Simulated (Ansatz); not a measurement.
**Zr2N: how settings move the results**

The task, for Zr2N: sweep the occupation rule and width.

Program: Ansatz 0.2.0. Level of theory: DFT PBEsol, scalar-relativistic, plane waves, PAW. These are calculated values, not measurements.

1 further run of the same task is left out (set aside as unsound or not needed). Runs told in other sessions of the task aren't counted.

### 1 Starting point

It takes space group P4_2/mnm (No. 136, tetragonal). The conventional cell has a = 5.413 Å, b = 5.413 Å, c = 3.308 Å, α = 90.00°, β = 90.00°, γ = 90.00°. Zr (site symmetry m2m) is surrounded by 3 N at 2.27 Å. Around N (site symmetry mmm) lie 6 Zr at 2.27 Å.

Coordinates:

```cif
data_structure
_symmetry_space_group_name_H-M 'P4_2/mnm'
_symmetry_Int_Tables_number 136
_cell_length_a 5.4130
_cell_length_b 5.4130
_cell_length_c 3.3078
_cell_angle_alpha 90.000
_cell_angle_beta 90.000
_cell_angle_gamma 90.000
_cell_volume 96.92
loop_
_atom_site_label
_atom_site_type_symbol
_atom_site_symmetry_multiplicity
_atom_site_Wyckoff_symbol
_atom_site_fract_x
_atom_site_fract_y
_atom_site_fract_z
_atom_site_occupancy
Zr1 Zr 4 f 0.29613 0.29613 0.00000 1
N1 N 2 a 0.00000 0.00000 0.00000 1
```

The structure comes from the Materials Project (structure only); it is used as listed.

### 2 The base input

Input file input.yaml:

```yaml
crystal:
  lattice:
    - [5.41300273, 0.0, 0.0]
    - [0.0, 5.41300273, 0.0]
    - [0.0, 0.0, 3.30778919]
  atoms:
    - { symbol: Zr, position: [0.29612546, 0.29612546, 0.0] }
    - { symbol: Zr, position: [0.70387454, 0.70387454, 0.0] }
    - { symbol: Zr, position: [0.79612546, 0.20387454, 0.5] }
    - { symbol: Zr, position: [0.20387454, 0.79612546, 0.5] }
    - { symbol: "N", position: [0.0, 0.0, 0.0] }
    - { symbol: "N", position: [0.5, 0.5, 0.5] }
basis:
  ecutwfc: 420
kpoints:
  mp_grid: { grid: [8, 8, 10] }
hamiltonian:
  xc: pbesol
scf:
  occupations: { method: gaussian, width: 0.1 }
output:
  forces: true
  stress: true
  eigenvalues: true
  populations: true
```

Its results, from an earlier run: -2879.9551 eV/atom at zero smearing, pressure -4.87 GPa, largest force 0.064 eV/Å, no gap on the mesh, in 7 SCF cycles and 43 s.

### 3 Occupation rule and width: Gaussian 0.5 eV

Input file input.yaml:

```yaml
crystal:
  lattice:
    - [5.41300273, 0.0, 0.0]
    - [0.0, 5.41300273, 0.0]
    - [0.0, 0.0, 3.30778919]
  atoms:
    - { symbol: Zr, position: [0.29612546, 0.29612546, 0.0] }
    - { symbol: Zr, position: [0.70387454, 0.70387454, 0.0] }
    - { symbol: Zr, position: [0.79612546, 0.20387454, 0.5] }
    - { symbol: Zr, position: [0.20387454, 0.79612546, 0.5] }
    - { symbol: "N", position: [0.0, 0.0, 0.0] }
    - { symbol: "N", position: [0.5, 0.5, 0.5] }
basis:
  ecutwfc: 420
kpoints:
  mp_grid: { grid: [8, 8, 10] }
hamiltonian:
  xc: pbesol
scf:
  occupations: { method: gaussian, width: 0.5 }
output:
  forces: true
  stress: true
  eigenvalues: true
```

Command:

```bash
$ ansatz run input.yaml --threads 1 --pin off --max-ram 2560MiB --backend cpu --events-out ev --progress --plain --runs-dir out
```

### 4 Occupation rule and width: Fermi–Dirac 0.02 eV

Edit input.yaml of step 3 so:

```diff
@@ -19,3 +19,3 @@
 scf:
-  occupations: { method: gaussian, width: 0.5 }
+  occupations: { method: fermi_dirac, width: 0.02 }
 output:
```

### 5 Occupation rule and width: Fermi–Dirac 0.2 eV

Edit input.yaml of step 4 so:

```diff
@@ -19,3 +19,3 @@
 scf:
-  occupations: { method: fermi_dirac, width: 0.02 }
+  occupations: { method: fermi_dirac, width: 0.2 }
 output:
```

### 6 Occupation rule and width: Fermi–Dirac 0.3 eV

Edit input.yaml of step 5 so:

```diff
@@ -19,3 +19,3 @@
 scf:
-  occupations: { method: fermi_dirac, width: 0.2 }
+  occupations: { method: fermi_dirac, width: 0.3 }
 output:
```

### 7 Occupation rule and width: Methfessel–Paxton 0.1 eV

Edit input.yaml of step 6 so:

```diff
@@ -19,3 +19,3 @@
 scf:
-  occupations: { method: fermi_dirac, width: 0.3 }
+  occupations: { method: methfessel_paxton, width: 0.1 }
 output:
@@ -24 +24,5 @@
   eigenvalues: true
+  write_density: true
+  write_potential: true
+  elf: true
+  volumetric_format: npy
```

### 8 Occupation rule and width set to Methfessel–Paxton 0.2 eV

Edit input.yaml of step 7 so:

```diff
@@ -19,3 +19,3 @@
 scf:
-  occupations: { method: methfessel_paxton, width: 0.1 }
+  occupations: { method: methfessel_paxton, width: 0.2 }
 output:
@@ -24,5 +24 @@
   eigenvalues: true
-  write_density: true
-  write_potential: true
-  elf: true
-  volumetric_format: npy
```

### 9 Occupation rule and width set to cold 0.01 eV

Edit input.yaml of step 8 so:

```diff
@@ -19,3 +19,3 @@
 scf:
-  occupations: { method: methfessel_paxton, width: 0.2 }
+  occupations: { method: cold, width: 0.01 }
 output:
```

### 10 Occupation rule and width: cold 0.05 eV

Edit input.yaml of step 9 so:

```diff
@@ -19,3 +19,3 @@
 scf:
-  occupations: { method: cold, width: 0.01 }
+  occupations: { method: cold, width: 0.05 }
 output:
```

### 11 Occupation rule and width: cold 0.2 eV

Edit input.yaml of step 10 so:

```diff
@@ -19,3 +19,3 @@
 scf:
-  occupations: { method: cold, width: 0.05 }
+  occupations: { method: cold, width: 0.2 }
 output:
```

### 12 Occupation rule and width: cold 0.3 eV

Edit input.yaml of step 11 so:

```diff
@@ -19,3 +19,3 @@
 scf:
-  occupations: { method: cold, width: 0.2 }
+  occupations: { method: cold, width: 0.3 }
 output:
```

### 13 Occupation rule and width: cold 0.5 eV

Edit input.yaml of step 12 so:

```diff
@@ -19,3 +19,3 @@
 scf:
-  occupations: { method: cold, width: 0.3 }
+  occupations: { method: cold, width: 0.5 }
 output:
```

### 14 Occupation rule and width set to tetrahedron

Edit input.yaml of step 13 so:

```diff
@@ -19,3 +19,3 @@
 scf:
-  occupations: { method: cold, width: 0.5 }
+  occupations: { method: tetrahedron }
 output:
```

(Steps that only read results are left out.)

**Question.** What does this series show? Wanted: largest energy shift, occupation rule and width.

**Answer**, as computed:

```
                                       quantity                             value
largest energy shift, occupation rule and width  5.78 meV/atom at Fermi–Dirac 0.3
```

**Reading.** Smearing shifts the free energy by as much as 79.1 meV/atom (Fermi–Dirac 0.3); extrapolating to zero width leaves 5.78 at most. For the widths that shift F most, the extrapolation takes out most of the shift. In a metal, forces and stress under tetrahedra need not match the slope of their energy.
